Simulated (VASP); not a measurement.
# MoH5 (P-62m) in VASP: band structure with r2SCAN

Aim: the band structure of MoH5 with r2SCAN.

Program: VASP 6.6.1. These are calculated values, not measurements. Logs are shortened: lines on timing, memory, paths and dates and some standing lists are left out, and cuts for length are marked.

### Step 1. The undisturbed crystal

The structure is hexagonal, space group P-62m (No. 189). The conventional cell has a = 4.598 Å, b = 4.598 Å, c = 4.132 Å, α = 90.00°, β = 90.00°, γ = 120.00°. H (site symmetry m2m) is surrounded by 10 H at 2.54 to 2.88 Å and 2 Mo at 2.65 Å. H (site symmetry -6) has 9 H at 2.54 to 2.65 Å and 3 Mo at 2.65 Å as nearest neighbours. Around Mo (site symmetry -62m) lie 12 H at 2.65 Å.

The cell was built by a generator and needn't be a form met in nature.

### Step 2. Band structure, r2SCAN (volume scaled by 0.92)

INCAR

```
PREC = Accurate
ENCUT = 400
EDIFF = 1E-6
ISMEAR = 0
SIGMA = 0.01
LREAL = F
LASPH = T
NELM = 100
ALGO = Normal
ISIF = 2
LWAVE = F
LCHARG = F
LMAXMIX = 4
METAGGA = R2SCAN
LMIXTAU = T
NBANDS = 18
```

KPOINTS

```
regular mesh
0
Gamma
  7 7 7
```

POSCAR

```
MoH5
1.0
    4.4723323064      0.0000000000      0.0000000000
   -2.2361661532      3.8731533889      0.0000000000
    0.0000000000      0.0000000000      4.0188121624
H Mo
5 1
Direct
    0.0000000000      0.6383360000      0.0000000000
    0.6383360000      0.0000000000      0.0000000000
    0.3616640000      0.3616640000      0.0000000000
    0.6666666700      0.3333333300      0.5000000000
    0.3333333300      0.6666666700      0.5000000000
    0.0000000000      0.0000000000      0.5000000000
```

KPOINTS_OPT

```
path GMKGALHA,LM,KH
10
line-mode
reciprocal
 0.0000000000  0.0000000000  0.0000000000  G
 0.5000000000  0.0000000000  0.0000000000  M

 0.5000000000  0.0000000000  0.0000000000  M
 0.3333333333  0.3333333333  0.0000000000  K

 0.3333333333  0.3333333333  0.0000000000  K
 0.0000000000  0.0000000000  0.0000000000  G

 0.0000000000  0.0000000000  0.0000000000  G
 0.0000000000  0.0000000000  0.5000000000  A

 0.0000000000  0.0000000000  0.5000000000  A
 0.5000000000  0.0000000000  0.5000000000  L

 0.5000000000  0.0000000000  0.5000000000  L
 0.3333333333  0.3333333333  0.5000000000  H

 0.3333333333  0.3333333333  0.5000000000  H
 0.0000000000  0.0000000000  0.5000000000  A

 0.5000000000  0.0000000000  0.5000000000  L
 0.5000000000  0.0000000000  0.0000000000  M

 0.3333333333  0.3333333333  0.0000000000  K
 0.3333333333  0.3333333333  0.5000000000  H
```

Potentials or basis: VASP PAW PBE potentials, release 64 (H_s, Mo_sv).

Launch:

```console
$ cat potpaw_PBE.64/H_s/POTCAR potpaw_PBE.64/Mo_sv/POTCAR > POTCAR
$ mpirun -np 1 vasp_std > vasp.out
```

OUTCAR:

```text
PREC = Accurate
   ENCUT = 400
   EDIFF = 1E-6
   ISMEAR = 0
   LREAL = F
   LASPH = T
   NELM = 100
   ISIF = 2
   METAGGA = R2SCAN

 ion  position               nearest neighbor table
   1  0.000  0.638  0.000-
   2  0.638  0.000  0.000-
   3  0.362  0.362  0.000-
   4  0.667  0.333  0.500-
   5  0.333  0.667  0.500-
   6  0.000  0.000  0.500-

  LATTYP: Found a hexagonal cell.
 ALAT       =     4.4723323064
 C/A-ratio  =     0.8985942652

  Lattice vectors:

 A1 = (   4.4723323064,   0.0000000000,   0.0000000000)
 A2 = (  -2.2361661532,   3.8731533889,   0.0000000000)
 A3 = (   0.0000000000,   0.0000000000,   4.0188121624)

Analysis of symmetry for initial positions (statically):
=====================================================================
 Subroutine PRICEL returns:
 Original cell was already a primitive cell.

 Routine SETGRP: Setting up the symmetry group for a
 hexagonal supercell.

 Subroutine GETGRP returns: Found 12 space group operations
 (whereof 12 operations were pure point group operations)
 out of a pool of 24 trial point group operations.

The static configuration has the point symmetry D_3h.

Analysis of symmetry for dynamics (positions and initial velocities):
=====================================================================
 Subroutine PRICEL returns:
 Original cell was already a primitive cell.

 Routine SETGRP: Setting up the symmetry group for a
 hexagonal supercell.

 Subroutine GETGRP returns: Found 12 space group operations
 (whereof 12 operations were pure point group operations)
 out of a pool of 24 trial point group operations.

The dynamic configuration has the point symmetry D_3h.

 Subroutine INISYM returns: Found 12 space group operations
 (whereof 12 operations are pure point group operations),
 and found     1 'primitive' translations

----------------------------------------------------------------------------------------

                                     Primitive cell

  volume of cell :      69.6140

  direct lattice vectors                    reciprocal lattice vectors
     4.472332306  0.000000000  0.000000000     0.223596981  0.129093777  0.000000000
    -2.236166153  3.873153389  0.000000000     0.000000000  0.258187554  0.000000000
     0.000000000  0.000000000  4.018812162     0.000000000  0.000000000  0.248829744

  length of vectors
     4.472332306  4.472332304  4.018812162     0.258187554  0.258187554  0.248829744

  position of ions in fractional coordinates (direct lattice)
     0.000000000  0.638336000  0.000000000
     0.638336000  0.000000000  0.000000000
     0.361664000  0.361664000  0.000000000
     0.666666670  0.333333330  0.500000000
     0.333333330  0.666666670  0.500000000
     0.000000000  0.000000000  0.500000000

  ion indices of the primitive-cell ions
   primitive index   ion index
                 1           1
                 2           2
                 3           3
                 4           4
                 5           5
                 6           6

----------------------------------------------------------------------------------------

 KPOINTS: regular mesh

Automatic generation of k-mesh.
 Grid dimensions read from file:
 generate k-points for:    7    7    7

 Generating k-lattice:

  Cartesian coordinates                     Fractional coordinates (reciprocal lattice)
     0.031942426  0.018441968  0.000000000     0.142857143  0.000000000  0.000000000
     0.000000000  0.036883936  0.000000000     0.000000000  0.142857143  0.000000000
     0.000000000  0.000000000  0.035547106     0.000000000  0.000000000  0.142857143

  Length of vectors
     0.036883936  0.036883936  0.035547106

  Shift w.r.t. Gamma in fractional coordinates (k-lattice)
     0.000000000  0.000000000  0.000000000

 Subroutine IBZKPT returns following result:
 ===========================================

 Found     32 irreducible k-points:

 Following reciprocal coordinates:
            Coordinates               Weight
  0.000000  0.000000  0.000000      1.000000
  0.142857 -0.000000  0.000000      6.000000
  0.285714  0.000000  0.000000      6.000000
  0.428571 -0.000000  0.000000      6.000000
  0.142857  0.142857  0.000000      6.000000
  0.285714  0.142857  0.000000     12.000000
[... 16 lines left out ...]
  0.428571  0.142857  0.285714     12.000000
  0.285714  0.285714  0.285714     12.000000
 [... further k-points ...]
   k-points           NKPTS =     32   k-points in BZ     NKDIM =     32   number of bands    NBANDS=     18
   number of dos      NEDOS =    301   number of ions     NIONS =      6
   total plane-waves  NPLWV =  25200
   dimension x,y,z NGX =    30 NGY =   30 NGZ =   28
   dimension x,y,z NGXF=    60 NGYF=   60 NGZF=   56
   ions per type =               5   1
   NGX,Y,Z   is equivalent  to a cutoff of  11.15, 11.15, 11.58 a.u.
   NGXF,Y,Z  is equivalent  to a cutoff of  22.30, 22.30, 23.17 a.u.
 SYSTEM =  unknown system
   PREC   = accura    normal or accurate (medium, high low for compatibility)
   ISTART =      0    job   : 0-new  1-cont  2-samecut
   ICHARG =      2    charge: 1-file 2-atom 10-const
   ISPIN  =      1    spin polarized calculation?
   LNONCOLLINEAR =      F non collinear calculations
   LSORBIT =      F    spin-orbit coupling
   LASPH  =      T    aspherical Exc in radial PAW
   ENCUT  =  400.0 eV  29.40 Ry    5.42 a.u.   7.29  7.29  6.55*2*pi/ulx,y,z
   NELM   =    100;   NELMIN=  2; NELMDL= -5     # of ELM steps
   EDIFF  = 0.1E-05   stopping-criterion for ELM
   LREAL  =      F    real-space projection
   EDIFFG = 0.1E-04   stopping-criterion for IOM
   NSW    =      0    number of steps for IOM
   IBRION =     -1    ionic relax: 0-MD 1-quasi-New 2-CG
   NFREE  =      0    steps in history (QN), initial steepest desc. (CG)
   ISIF   =      2    stress and relaxation
   ISYM   =      2    0-nonsym 1-usesym 2-fastsym
   POTIM  = 0.5000    time-step for ionic-motion
   TEBEG  =    0.0;   TEEND  =   0.0 temperature during run
   PSTRESS=    0.0 pullay stress
   NELECT =      19.0000    total number of electrons
   NUPDOWN=      -1.0000    fix difference up-down
   EMIN   =  10.00;   EMAX   =-10.00  energy-range for DOS
   EFERMI =   0.00;   METHOD = LEGACY
   ISMEAR =     0;   SIGMA  =   0.01  broadening in eV -4-tet -1-fermi 0-gaus
   EFERMI_NEDOS =   21; number of points for ismear=-14 and -15
   IALGO  =     38    algorithm
   IMIX   =      4    mixing-type and parameters
     AMIX     =   0.40;   BMIX     =  1.00
     AMIX_MAG =   1.60;   BMIX_MAG =  1.00
  volume/ion in A,a.u.               =      11.60        78.30
  Fermi-wavevector in a.u.,A,eV,Ry     =   1.061925  2.006747 15.343084  1.127685
  Thomas-Fermi vector in A             =   2.197358
   LORBIT       =      0    0 simple, 1 ext, 2 COOP (PROOUT), +10 PAW based schemes
   METAGGA = R2SCAN    functional components
   LHFCALC =     F    Hartree Fock is set to
   AEXX    =    0.0000 exact exchange contribution
   IVDW    =     0    specifies the selected vdW correction
   LEPSILON=     F    determine dielectric tensor
   LRPA    =     F    only Hartree local field effects (RPA)
 non-spin polarized calculation
 Gauss-broadening in eV      SIGMA  =   0.01
  energy-cutoff  :      400.00
  volume of cell :       69.61
 maximum number of plane-waves:      1291
 NGX is ok and might be reduce to    30
   NGX = 15   NGY = 15   NGZ = 13

 number of electron      18.9999992 magnetization

 Free energy of the ion-electron system (eV)
  ---------------------------------------------------
  ext. energy  EPLUGINS =         0.00000000
  ---------------------------------------------------
  free energy    TOTEN  =       -33.11795043 eV

  energy without entropy =      -33.11729583  energy(sigma->0) =      -33.11762313

 E-fermi :   0.3305     XC(G=0):  -9.1159

 val. band max:        0.3299265889   @ k =   0.1429   0.1429   0.0000
 cond. band min:       0.3316732252   @ k =   0.2857   0.0000   0.0000
 fundamental gap:      0.0017466363
 Fermi energy:         0.3305347874

 k-point     1 :       0.0000    0.0000    0.0000
  band No.  band energies     occupation
      1     -63.2943      2.00000
      2     -36.5574      2.00000
      3     -36.5574      2.00000
      4     -36.4774      2.00000
      5      -6.4825      2.00000
      6      -2.0419      2.00000
[... 10 lines left out ...]
     17       8.3647      0.00000
     18       8.3647      0.00000

 k-point     2 :       0.1429   -0.0000    0.0000
  band No.  band energies     occupation
      1     -63.2943      2.00000
      2     -36.5585      2.00000
      3     -36.5576      2.00000
      4     -36.4774      2.00000
      5      -6.2754      2.00000
      6      -1.9691      2.00000
[... 10 lines left out ...]
     17       8.5163      0.00000
     18      10.0632      0.00000

 k-point     3 :       0.2857    0.0000    0.0000
  band No.  band energies     occupation
      1     -63.2942      2.00000
      2     -36.5606      2.00000
      3     -36.5581      2.00000
      4     -36.4772      2.00000
      5      -5.6767      2.00000
      6      -2.5926      2.00000
[... 10 lines left out ...]
     17       8.9519      0.00000
     18      11.4162      0.00000

 k-point     4 :       0.4286   -0.0000    0.0000
  band No.  band energies     occupation
      1     -63.2942      2.00000
      2     -36.5626      2.00000
      3     -36.5587      2.00000
      4     -36.4772      2.00000
      5      -4.7656      2.00000
      6      -3.6624      2.00000
[... 10 lines left out ...]
     17       9.2594      0.00000
     18      11.4093      0.00000

 k-point     5 :       0.1429    0.1429    0.0000
  band No.  band energies     occupation
      1     -63.2942      2.00000
      2     -36.5599      2.00000
      3     -36.5583      2.00000
      4     -36.4772      2.00000
      5      -5.8725      2.00000
      6      -2.2615      2.00000
[... 10 lines left out ...]
     17       8.6519      0.00000
     18      10.9843      0.00000

 k-point     6 :       0.2857    0.1429    0.0000
  band No.  band energies     occupation
      1     -63.2942      2.00000
      2     -36.5618      2.00000
      3     -36.5590      2.00000
      4     -36.4772      2.00000
      5      -5.1174      2.00000
      6      -3.1210      2.00000
[... 307 lines left out ...]
 k-point    21 :       0.1429    0.1429    0.2857
  band No.  band energies     occupation
      1     -63.2939      2.00000
      2     -36.5590      2.00000
      3     -36.5574      2.00000
      4     -36.4857      2.00000
      5      -5.1619      2.00000
      6      -2.3600      2.00000
[... 10 lines left out ...]
     17       9.0509      0.00000
     18      10.4607      0.00000

 k-point    22 :       0.2857    0.1429    0.2857
  band No.  band energies     occupation
      1     -63.2938      2.00000
      2     -36.5609      2.00000
      3     -36.5582      2.00000
      4     -36.4857      2.00000
      5      -4.4675      2.00000
      6      -2.7061      2.00000
[... 10 lines left out ...]
     17       9.3058      0.00000
     18      10.7075      0.00000

 k-point    23 :       0.4286    0.1429    0.2857
  band No.  band energies     occupation
      1     -63.2938      2.00000
      2     -36.5617      2.00000
      3     -36.5587      2.00000
      4     -36.4855      2.00000
      5      -3.7560      2.00000
      6      -3.3888      2.00000
[... 10 lines left out ...]
     17       9.7858      0.00000
     18      10.8991      0.00000

 k-point    24 :       0.2857    0.2857    0.2857
  band No.  band energies     occupation
      1     -63.2938      2.00000
      2     -36.5609      2.00000
      3     -36.5596      2.00000
      4     -36.4855      2.00000
      5      -3.7747      2.00000
      6      -3.1466      2.00000
[... 10 lines left out ...]
     17       9.1537      0.00000
     18      10.5385      0.00000

 [... further k-points ...]

------------------------ aborting loop because EDIFF is reached ----------------------------------------

  FORCE on cell =-STRESS in cart. coord.  units (eV):
  Direction    XX          YY          ZZ          XY          YZ          ZX
  --------------------------------------------------------------------------------------
  -------------------------------------------------------------------------------------
  Total      -12.7736086    -12.7736086    -14.6511279      0.0000000      0.0000000      0.0000000
  in kB     -293.9867239   -293.9867235   -337.1981420      0.0000000      0.0000000      0.0000000
  external PRESSURE =    -308.3905298 kB  Pullay stress =       0.0000000 kB

 VOLUME and BASIS-vectors are now :
 -----------------------------------------------------------------------------
  energy-cutoff  :      400.00
  volume of cell :       69.61
      direct lattice vectors                 reciprocal lattice vectors
     4.472332306  0.000000000  0.000000000     0.223596981  0.129093777  0.000000000
    -2.236166153  3.873153389  0.000000000     0.000000000  0.258187554  0.000000000
     0.000000000  0.000000000  4.018812162     0.000000000  0.000000000  0.248829744

 POSITION                                       TOTAL-FORCE (eV/Angst)
 -----------------------------------------------------------------------------------
     -1.42743      2.47237      0.00000        -0.814620      1.410963     -0.000000
      2.85485      0.00000      0.00000         1.629240     -0.000000     -0.000000
      0.80874      1.40078      0.00000        -0.814620     -1.410963      0.000000
      2.23617      1.29105      2.00941         0.000000     -0.000000     -0.000000
     -0.00000      2.58210      2.00941         0.000000     -0.000000     -0.000000
      0.00000      0.00000      2.00941         0.000000     -0.000000     -0.000000
 -----------------------------------------------------------------------------------
    total drift:                               -0.000000     -0.000000      0.000000

  FREE ENERGIE OF THE ION-ELECTRON SYSTEM (eV)
  ---------------------------------------------------
  free  energy   TOTEN  =       -33.1179504342 eV

  energy  without entropy=      -33.1172958300  energy(sigma->0) =      -33.11762313
```

It took 5.5 min on 1 thread of AMD EPYC 7R13 (Zen 3), shared host; peak memory 0.16 GiB.

Results:

```
Free energy             : -33.1180 eV
Pressure                : -30.8 GPa
Largest force           : 1.629 eV/Å
Band gap along the path : none (metal or under the smearing width)
```

Forces on the atoms (eV/Å):
```
H   -0.815  1.411  0.000
H    1.629  0.000  0.000
H   -0.815 -1.411  0.000
H    0.000  0.000  0.000
H    0.000  0.000  0.000
Mo   0.000  0.000  0.000
```

Stress tensor (GPa, compression positive):
```
-29.40   0.00   0.00
  0.00 -29.40   0.00
  0.00   0.00 -33.72
```

Levels at the corners of the path, in eV from the Fermi level:
| point | band 7 | band 8 | band 9 | band 10 | band 11 | band 12 |
| --- | --- | --- | --- | --- | --- | --- |
| Γ | -1.14 | -1.14 | 0.04 | 0.04 | 0.17 | 1.46 |
| M | -2.34 | -0.26 | -0.03 | -0.02 | 0.00 | 0.55 |
| M | -2.34 | -0.26 | -0.03 | -0.02 | 0.00 | 0.55 |
| K | -3.15 | -0.17 | -0.17 | -0.12 | -0.12 | 0.27 |
| K | -3.15 | -0.17 | -0.17 | -0.12 | -0.12 | 0.27 |
| Γ | -1.14 | -1.14 | 0.04 | 0.04 | 0.17 | 1.46 |
| Γ | -1.14 | -1.14 | 0.04 | 0.04 | 0.17 | 1.46 |
| A | -1.33 | -1.33 | -0.42 | -0.42 | 0.43 | 1.11 |
| A | -1.33 | -1.33 | -0.42 | -0.42 | 0.43 | 1.11 |
| L | -2.91 | -2.34 | -1.70 | 0.16 | 0.59 | 1.77 |
| L | -2.91 | -2.34 | -1.70 | 0.16 | 0.59 | 1.77 |
| H | -2.85 | -2.85 | -1.61 | 0.52 | 1.05 | 1.05 |
| H | -2.85 | -2.85 | -1.61 | 0.52 | 1.05 | 1.05 |
| A | -1.33 | -1.33 | -0.42 | -0.42 | 0.43 | 1.11 |
| L | -2.91 | -2.34 | -1.70 | 0.16 | 0.59 | 1.77 |
| M | -2.34 | -0.26 | -0.03 | -0.02 | 0.00 | 0.55 |
| K | -3.15 | -0.17 | -0.17 | -0.12 | -0.12 | 0.27 |
| H | -2.85 | -2.85 | -1.61 | 0.52 | 1.05 | 1.05 |

Caveat: the PAW data sets were made with another functional, which shifts forces and pressure a little.

### Step 3. The reference run

An earlier run on the cell as given: functional PBE; potentials or basis VASP PAW PBE potentials, release 64 (H, Mo_sv); cutoff 520 eV; k mesh 7 × 7 × 7; occupations fermi-dirac, width 0.05 eV; no spin polarisation.

- Pressure: -26.9 GPa
- Largest force: 1.411 eV/Å
- Band gap on the k mesh: none (metal or under the smearing width)
